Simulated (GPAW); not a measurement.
**BaS (Fm-3m): G0W0 on several meshes in GPAW**

Wanted: mesh dependence and cost of G0W0 for BaS (Fm-3m).

Program: GPAW 26.7.0. Level of theory: PBE and many-body steps on it, plane waves. Results are calculated unless marked as measured.

## Step 1: Starting point

It takes space group Fm-3m (No. 225, cubic). The conventional cell has a = 6.388 Å, b = 6.388 Å, c = 6.388 Å, α = 90.00°, β = 90.00°, γ = 90.00°. Ba has 6 S at 3.19 Å nearest. Nearest to S lie 6 Ba at 3.19 Å. Farther neighbours and most contacts between anions are not listed.

Structure file:

```xyz
2
Lattice="0.0000 3.1938 3.1938 3.1937 0.0000 3.1938 3.1937 3.1938 0.0000" Properties=species:S:1:pos:R:3 pbc="T T T"
Ba    0.0000    0.0000    0.0000
S     3.1937    3.1938    3.1938
```

The cell and positions come from the Crystallography Open Database and are kept as given unless a step says otherwise. Spin-orbit coupling is left out unless a step names it.

## Step 2: Empty states on the mesh, 4×4×4 mesh, 778 bands

This step: GPAW 26.7.0; DFT, PBE, plane waves, PAW.

The sums over transitions need many empty states on a uniform mesh; this step solves for them.

The input, run.py:

```python
import json
import numpy as np
from gpaw.mpi import world
from gpaw import GPAW

calc = GPAW('gs.gpw').fixed_density(kpts={'size': (4, 4, 4), 'gamma': True},
    parallel={'domain': 1, 'band': 1},
    txt='nscf.txt')
calc.diagonalize_full_hamiltonian(nbands=778)
calc.write('full.gpw', mode='all')
res = {}
kpts = calc.get_ibz_k_points()
res['kpts'] = kpts
res['eigenvalues'] = [calc.get_eigenvalues(kpt=k) for k in range(len(kpts))]
res['n_electrons'] = calc.get_number_of_electrons()

if world.rank == 0:
    with open('result.json', 'w') as f:
        json.dump(res, f, default=lambda x: x.tolist())
```

Run with:

```console
$ mpirun -n 4 gpaw python run.py
```

Numbers of over 12 decimals in the logs are rounded to 6 here.

What it wrote:

```text
Diagonalizing LCAO Hamiltonian
Converting LCAO to pw mode
convergence criteria:
- Maximum integral of absolute [eigenst]ate change: 4e-08 eV^2 / valence electron
maximum number of iterations: 100

SCF iterations
|iter     |     time |      energy | eigst |  dens |
|iter:   1|  |             | +1.71 |       |
|iter:   2|  |             | +0.53 |       |
|iter:   3|  |             | -0.19 |       |
[...]
|iter:  11|  |             | -6.39 |       |
|iter:  12|  |             | -7.06 |       |
|iter:  13|  |             | -7.67c|       |
SCF steps: 13
  __  _  _
 | _ |_)|_||  |
 |__||  | ||/\| - 26.7.0

Input parameters:
  mode=PW(ecut=450.000000),
  convergence={'density': 1e-06, 'bands': -3},
  gpts=array([24, 24, 24]),
  kpts=MonkhorstPack(size=(4, 4, 4), gamma=True),
  maxiter=100,
  nbands=15,
  occupations=Occupations(name='fermi-dirac', width=0.001, fixmagmom=False),
  parallel={'domain': 1, 'band': 1},
  xc=XC(name='PBE')
Matrix size: 1411x1411
# Writing to full.gpw (mode='all')
  [... matrices ...]

timing:  # [seconds]
  Total: 9.264  # ━━━━━━━━━━━━━━━━━━━━━━━━━━━━━━━━━━━━━━━━━━━━━━━━━━━━━━━━━━━
```

Elapsed: 14 s, on 4 MPI ranks of Arm Neoverse V1, shared host; peak memory 1.4 GiB.

Numbers from this step:

- gap: 2.132 eV
- k of the valence top: 0, 0, 0
- k of the conduction bottom: 0.5, 0.5, 0
- least direct gap: 2.262 eV
- k points computed: 8
- lowest point of the top converged band, above the valence top: 288.6288 eV

On this mesh the gap is 2.132 eV.

## Step 3: 4×4×4

Now the one-shot GW correction: screening in the RPA, then the self-energy of the levels asked for.

This step: G0W0 on PBE, plane waves, PAW.

The input, run.py:

```python
import json
import numpy as np
from gpaw.mpi import world
from gpaw.response.g0w0 import G0W0

gw = G0W0('full.gpw',
    filename='gw',
    kpts=[0, 5],
    bands=(6, 10),
    ecut=90,
    nbands=126,
    integrate_gamma='WS',
    ppa=True)
gw.calculate()
res = {mode: {k: v for k, v in r.items() if k != 'sigma_eskwn'}
       for mode, r in gw.all_results.items()}

if world.rank == 0:
    with open('result.json', 'w') as f:
        json.dump(res, f, default=lambda x: x.tolist())
```

Run with:

```console
$ mpirun -n 4 gpaw python run.py
```

What it wrote:

```text
Using integrator: PointIntegrator
FrequencyGridDescriptor(from 0.000+0.000j to 0.000+27.211j eV, 2 points)
Nonperiodic BCs:  [False False False]
Using integrator: PointIntegrator
FrequencyGridDescriptor(from 0.000+0.000j to 0.000+27.211j eV, 2 points)
Nonperiodic BCs:  [False False False]
  ___  _ _ _
 |   || | | |
 | | || | | |
 |__ ||_____|
 |___|

BZ k-points: Symmetries present (total): 48

  [... matrices ...]
64 k-points: 4 x 4 x 4 Monkhorst-Pack grid + [1/8,1/8,1/8]
8 k-points in the irreducible part of the Brillouin zone
       k-points in crystal coordinates                weights
   0:     0.00000000    0.00000000    0.00000000          1/64
   1:     0.25000000    0.25000000    0.00000000          6/64
   2:     0.25000000    0.25000000    0.25000000          8/64
   3:     0.50000000    0.25000000   -0.25000000          6/64
   4:     0.50000000    0.25000000    0.25000000         12/64
   5:     0.50000000    0.50000000    0.00000000          3/64
   6:     0.50000000    0.50000000    0.25000000         24/64
   7:     0.50000000    0.50000000    0.50000000          4/64

Distributing spins, k-points and bands (1 x 2 x 4) over 4 processes
Number of blocks: 1

Quasi particle states:
k-points (IBZ indices): [0, 5]
Band range: (6, 10)
  [... matrices ...]
Computational parameters:
Plane wave cut-off: 90 eV
Number of bands: 126
Coulomb cutoff: None
Broadening: 0.1 eV

fxc modes: GW
Kernel: RPA
Using Godby-Needs plasmon-pole approximation:
  Fitting energy: i*E0, E0 = 1.000 Hartree
Summing all q:

Calculating screened Coulomb potential
No Coulomb truncation
FrequencyGridDescriptor(from 0.000+0.000j to 0.000+27.211j eV, 2 points)
Removing empty qpoint cache files...

Calculating chi0 body with:
    Ground state adapter containing:
    Number of spins: 1
    Number of kpoints: 64
    Number of irreducible kpoints: 8
    Number of completely occupied states: 8
    Number of partially occupied states: 8
    Occupied states memory: 1.6875 M / cpu

    Linear response parametrization:
    q_c: [0.0, 0.0, 0.0]
    Number of frequency points: 2
    Planewave cutoff: 90.0
    Number of bands: 126
    Number of planewaves: 137
    Broadening (eta): 1e-06
    comm.size: 4
    kncomm.size: 4
    blockcomm.size: 1

    Memory estimate of potentially large arrays:
        chi0_wGG: 0.572784 M / cpu
Integrating chi0 body.

Symmetries of q_c:
    Direct symmetries (Uq -> q): 48
    Indirect symmetries (TUq -> q): 0
In total 48 allowed symmetries.

  [... matrices ...]
8 groups of equivalent kpoints. 87.5% reduction.

Integral kind: response function
Integrating chi0 head and wings.

Symmetries of q_c:
    Direct symmetries (Uq -> q): 48
    Indirect symmetries (TUq -> q): 0
In total 48 allowed symmetries.

  [... matrices ...]
8 groups of equivalent kpoints. 87.5% reduction.

Integral kind: response function wings

Calculating chi0 body with:
    Ground state adapter containing:
    Number of spins: 1
    Number of kpoints: 64
    Number of irreducible kpoints: 8
    Number of completely occupied states: 8
    Number of partially occupied states: 8
    Occupied states memory: 1.6875 M / cpu

    Linear response parametrization:
    q_c: [0.25, 0.25, 0.0]
[... the further q-points ...]

Results:
f:      Occupation numbers
eps:     KS-eigenvalues [eV]
vxc:     KS vxc [eV]
exx:     Exact exchange [eV]
sigma:   Self-energies [eV]
dsigma:  Self-energy derivatives
Z:       Renormalization factors
qp:      QP-energies [eV]

k-point 0 (0): (0.000, 0.000, 0.000)                GW
band       f     eps     vxc     exx   sigma  dsigma       Z      qp
                                                                   GW
   6   1.000   4.862 -14.538 -17.551   1.929  -0.273   0.786   4.011
   7   1.000   4.862 -14.538 -17.551   1.929  -0.273   0.786   4.011
   8   0.000   8.483  -9.616  -5.634  -3.645  -0.204   0.831   8.763
   9   0.000   8.753  -9.953  -5.440  -3.787  -0.204   0.830   9.355

k-point 1 (5): (0.500, 0.500, 0.000)                GW
band       f     eps     vxc     exx   sigma  dsigma       Z      qp
                                                                   GW
   6   1.000   4.732 -14.595 -17.680   1.976  -0.271   0.787   3.859
   7   1.000   4.732 -14.595 -17.680   1.976  -0.271   0.787   3.859
   8   0.000   6.994  -8.659  -4.825  -3.442  -0.200   0.833   7.320
   9   0.000  10.812 -12.593  -7.512  -3.882  -0.211   0.826  11.801
```

It took 32 s on 4 MPI ranks; peak memory 1.4 GiB.

This step gave:

```
G0W0 gap on the points computed              : 3.309 eV
least direct G0W0 gap on the computed points : 3.462 eV
Z at the valence top                         : 0.7856
Z at the conduction bottom                   : 0.8332
starting gap on the mesh                     : 2.132 eV
k of the valence top                         : 0, 0, 0
k of the conduction bottom                   : 0.5, 0.5, 0
```

The gap on the mesh goes from 2.13 eV to 3.31 eV, a correction of +1.18 eV.

## Step 4: Empty states on the mesh, 6×6×6 mesh, 136 bands

This step: DFT, PBE, plane waves, PAW.

The input, run.py:

```python
import json
import numpy as np
from gpaw.mpi import world
from gpaw import GPAW

calc = GPAW('gs.gpw').fixed_density(kpts={'size': (6, 6, 6), 'gamma': True},
    parallel={'domain': 1, 'band': 1},
    txt='nscf.txt')
calc.diagonalize_full_hamiltonian(nbands=136)
calc.write('full.gpw', mode='all')
res = {}
kpts = calc.get_ibz_k_points()
res['kpts'] = kpts
res['eigenvalues'] = [calc.get_eigenvalues(kpt=k) for k in range(len(kpts))]
res['n_electrons'] = calc.get_number_of_electrons()

if world.rank == 0:
    with open('result.json', 'w') as f:
        json.dump(res, f, default=lambda x: x.tolist())
```

Run with:

```console
$ mpirun -n 4 gpaw python run.py
```

What it wrote:

```text
Diagonalizing LCAO Hamiltonian
Converting LCAO to pw mode
convergence criteria:
- Maximum integral of absolute [eigenst]ate change: 4e-08 eV^2 / valence electron
maximum number of iterations: 100

SCF iterations
|iter     |     time |      energy | eigst |  dens |
|iter:   1|  |             | +1.71 |       |
|iter:   2|  |             | +0.57 |       |
|iter:   3|  |             | +0.10 |       |
[...]
|iter:  10|  |             | -6.07 |       |
|iter:  11|  |             | -6.89 |       |
|iter:  12|  |             | -7.57c|       |
SCF steps: 12
  __  _  _
 | _ |_)|_||  |
 |__||  | ||/\| - 26.7.0

Input parameters:
  mode=PW(ecut=450.000000),
  convergence={'density': 1e-06, 'bands': -3},
  gpts=array([24, 24, 24]),
  kpts=MonkhorstPack(size=(6, 6, 6), gamma=True),
  maxiter=100,
  nbands=15,
  occupations=Occupations(name='fermi-dirac', width=0.001, fixmagmom=False),
  parallel={'domain': 1, 'band': 1},
  xc=XC(name='PBE')
Matrix size: 1411x1411
# Writing to full.gpw (mode='all')
  [... matrices ...]

timing:  # [seconds]
  Total: 12.797  # ━━━━━━━━━━━━━━━━━━━━━━━━━━━━━━━━━━━━━━━━━━━━━━━━━━━━━━━━━━
```

It took 18 s on 4 MPI ranks; peak memory 1.4 GiB; 71 s of CPU time.

This step gave:

```
gap                                                           : 2.132 eV
k of the valence top                                          : 0, 0, 0
k of the conduction bottom                                    : 0.5, 0.5, 0
least direct gap                                              : 2.262 eV
k points computed                                             : 16
lowest point of the top converged band, above the valence top : 80.9392 eV
```

On this mesh the gap is 2.132 eV.

## Step 5: 6×6×6

This step: G0W0 on PBE, plane waves, PAW.

The input, run.py:

```python
import json
import numpy as np
from gpaw.mpi import world
from gpaw.response.g0w0 import G0W0

gw = G0W0('full.gpw',
    filename='gw',
    kpts=[0, 12],
    bands=(6, 10),
    ecut=90,
    nbands=126,
    integrate_gamma='WS',
    ppa=True)
gw.calculate()
res = {mode: {k: v for k, v in r.items() if k != 'sigma_eskwn'}
       for mode, r in gw.all_results.items()}

if world.rank == 0:
    with open('result.json', 'w') as f:
        json.dump(res, f, default=lambda x: x.tolist())
```

Run with:

```console
$ mpirun -n 4 gpaw python run.py
```

What it wrote:

```text
Using integrator: PointIntegrator
FrequencyGridDescriptor(from 0.000+0.000j to 0.000+27.211j eV, 2 points)
Nonperiodic BCs:  [False False False]
Using integrator: PointIntegrator
FrequencyGridDescriptor(from 0.000+0.000j to 0.000+27.211j eV, 2 points)
Nonperiodic BCs:  [False False False]
  ___  _ _ _
 |   || | | |
 | | || | | |
 |__ ||_____|
 |___|

BZ k-points: Symmetries present (total): 48

  [... matrices ...]
216 k-points: 6 x 6 x 6 Monkhorst-Pack grid + [1/12,1/12,1/12]
16 k-points in the irreducible part of the Brillouin zone
       k-points in crystal coordinates                weights
   0:     0.00000000    0.00000000    0.00000000          1/216
   1:     0.16666667    0.16666667    0.00000000          6/216
   2:     0.16666667    0.16666667    0.16666667          8/216
[...]
9:     0.50000000    0.33333333   -0.16666667         12/216
          ...
  15:     0.50000000    0.50000000    0.50000000          4/216

Distributing spins, k-points and bands (1 x 2 x 4) over 4 processes
Number of blocks: 1

Quasi particle states:
k-points (IBZ indices): [0, 12]
Band range: (6, 10)
  [... matrices ...]
Computational parameters:
Plane wave cut-off: 90 eV
Number of bands: 126
Coulomb cutoff: None
Broadening: 0.1 eV

fxc modes: GW
Kernel: RPA
Using Godby-Needs plasmon-pole approximation:
  Fitting energy: i*E0, E0 = 1.000 Hartree
Summing all q:

Calculating screened Coulomb potential
No Coulomb truncation
FrequencyGridDescriptor(from 0.000+0.000j to 0.000+27.211j eV, 2 points)
Removing empty qpoint cache files...

Calculating chi0 body with:
    Ground state adapter containing:
    Number of spins: 1
    Number of kpoints: 216
    Number of irreducible kpoints: 16
    Number of completely occupied states: 8
[...]
Number of frequency points: 2
    Planewave cutoff: 90.0
    Number of bands: 126
    Number of planewaves: 137
    Broadening (eta): 1e-06
    comm.size: 4
    kncomm.size: 4
    blockcomm.size: 1

    Memory estimate of potentially large arrays:
        chi0_wGG: 0.572784 M / cpu
Integrating chi0 body.

Symmetries of q_c:
    Direct symmetries (Uq -> q): 48
    Indirect symmetries (TUq -> q): 0
In total 48 allowed symmetries.

  [... matrices ...]
16 groups of equivalent kpoints. 92.592593% reduction.

Integral kind: response function
Integrating chi0 head and wings.

Symmetries of q_c:
    Direct symmetries (Uq -> q): 48
    Indirect symmetries (TUq -> q): 0
In total 48 allowed symmetries.

  [... matrices ...]
16 groups of equivalent kpoints. 92.592593% reduction.

Integral kind: response function wings

Calculating chi0 body with:
    Ground state adapter containing:
    Number of spins: 1
    Number of kpoints: 216
    Number of irreducible kpoints: 16
    Number of completely occupied states: 8
    Number of partially occupied states: 8
[... the further q-points ...]

Results:
f:      Occupation numbers
eps:     KS-eigenvalues [eV]
vxc:     KS vxc [eV]
exx:     Exact exchange [eV]
sigma:   Self-energies [eV]
dsigma:  Self-energy derivatives
Z:       Renormalization factors
qp:      QP-energies [eV]

k-point 0 (0): (0.000, 0.000, 0.000)                GW
band       f     eps     vxc     exx   sigma  dsigma       Z      qp
                                                                   GW
   6   1.000   4.862 -14.538 -17.519   1.899  -0.275   0.785   4.013
   7   1.000   4.862 -14.538 -17.519   1.899  -0.275   0.785   4.013
   8   0.000   8.483  -9.616  -5.666  -3.614  -0.202   0.832   8.763
[...]
k-point 1 (12): (0.500, 0.500, 0.000)                GW
band       f     eps     vxc     exx   sigma  dsigma       Z      qp
                                                                   GW
[...]
8   0.000   6.994  -8.659  -4.854  -3.411  -0.199   0.834   7.322
   9   0.000  10.812 -12.593  -7.515  -3.872  -0.210   0.826  11.808
```

It took 2.4 min on 4 MPI ranks; peak memory 1.5 GiB; 9.5 min of CPU time.

Numbers from this step:

* G0W0 gap on the points computed: 3.309 eV
* least direct G0W0 gap on the computed points: 3.462 eV
* Z at the valence top: 0.7845
* Z at the conduction bottom: 0.8339
* starting gap on the mesh: 2.132 eV
* k of the valence top: 0, 0, 0
* k of the conduction bottom: 0.5, 0.5, 0

Against G0W0 in GPAW (4×4×4 mesh, 126 bands, screening to 90 eV, Godby-Needs plasmon pole), the gap moves by −0.0004 eV.

## Step 6: The runs together

Times are wall times on 4 MPI ranks of Arm Neoverse V1, shared host, good to a factor of about two.

| run | mesh | bands | screening cutoff (eV) | DFT gap (eV) | gap on the mesh (eV) | direct (eV) | time |
| --- | --- | --- | --- | --- | --- | --- | --- |
| 4×4×4 | 4×4×4 | 126 | 90 | 2.132 | 3.309 | 3.462 | 32 s |
| 6×6×6 | 6×6×6 | 126 | 90 | 2.132 | 3.309 | 3.462 | 2.4 min |

## Step 7: What came out

- 4×4×4: 3.309 eV
- 6×6×6: 3.309 eV
- known limits: not at the basis limit; no spin-orbit coupling

What this shows: 6×6×6: no change against 4×4×4. Bands and cutoff are finite, so the gap is not at the basis limit. The miss can reach some tenths of an eV and take either sign; the mesh is an error of its own. These stock PAW sets were not made for GW. In the G0W0 runs levels were corrected at 2 k points alone, so a gap called «on the mesh» is the least over those, and an edge elsewhere would be missed. The many-body steps are scalar-relativistic: spin-orbit coupling is not in them.

[Paths, hosts, dates, memory and timing lines, banners, echoed tables and standing remarks are left out of the program output.]

[Logs are printed without paths, hosts, clocks, repeated set-up lines and the standing remarks that a program may print on its own settings, such as how far it seeks lower states.]

[Runs of the session that timed out or met a known fault of the program may be left out.]

[Hosts, paths, dates, database ids (printed as entryN), source tags and the programs' standing remarks are cut or masked in the printed files.]
